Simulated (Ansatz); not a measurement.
## Property card for TiAl3

These are results of Ansatz, DFT PBE, scalar-relativistic, plane waves, PAW, not measurements.

Settings: cutoff 420 eV, Γ-centred mesh 16×16×16 on the computed 4-atom cell, Gaussian smearing of 0.10 eV; no spin polarisation.

The structure is relaxed at this level of theory with its symmetry kept.

```
CELL_PARAMETERS angstrom
-1.92267 1.92267 4.31140
1.92267 -1.92267 4.31140
1.92267 1.92267 -4.31140
ATOMIC_POSITIONS crystal
Ti 0.00000 0.00000 0.00000
Al 0.50000 0.50000 0.00000
Al 0.75000 0.25000 0.50000
Al 0.25000 0.75000 0.50000
```

(1) Formation energy from the elements' standard states (uncorrected)?

(2) Density of states at the Fermi level?

(3) Löwdin character within 0.5 eV of the Fermi level?

(4) Bader charges (e)?

Results:

(1) -0.396 eV/atom.

(2) 1.72 states/eV per cell.

(3) Ti 3d 68 %, Al 3p 25 %.

(4) Ti (1 in the cell) 0.81, Al (1 in the cell) -0.26, Al (2 in the cell) -0.28.